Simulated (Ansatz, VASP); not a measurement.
## One calculation of MgSiN, two programs

```
CELL_PARAMETERS angstrom
3.06759 0.00000 0.00000
0.00000 3.06759 0.00000
0.00000 0.00000 3.82150
ATOMIC_POSITIONS crystal
Mg 0.00000 0.00000 0.00000
Si 0.50000 0.50000 0.50000
N 0.50000 0.50000 0.00000
```

Change from the starting cell: species swapped into the HoCoC type (P4/mmm, No. 123).

Alike in both runs: functional PBE; k mesh 14 × 14 × 14; occupations gaussian, width 0.1 eV; no spin polarisation.

Ansatz relaxed the structure, and its values are those at the end. VASP's run is a single point on that final structure, the one shown.

|  | VASP | Ansatz |
| --- | --- | --- |
| version | VASP 6.6.1 | Ansatz 0.2.0 |
| potentials or method | VASP PAW PBE potentials, release 64 (Mg, Si, N) | scalar-relativistic, plane waves, PAW |
| plane-wave cutoff (eV) | 520 | 420 |
| valence electrons in the cell | 11 | 19 |

```csv
,VASP,Ansatz,Ansatz less VASP
gap on the k mesh at the Fermi level (eV),none,none,-
pressure (GPa),-0.3,0.0,+0.29
```

A gap of «none» marks a metal or a gap that the smearing closes. The two sets of potentials don't hold the same shells in valence.
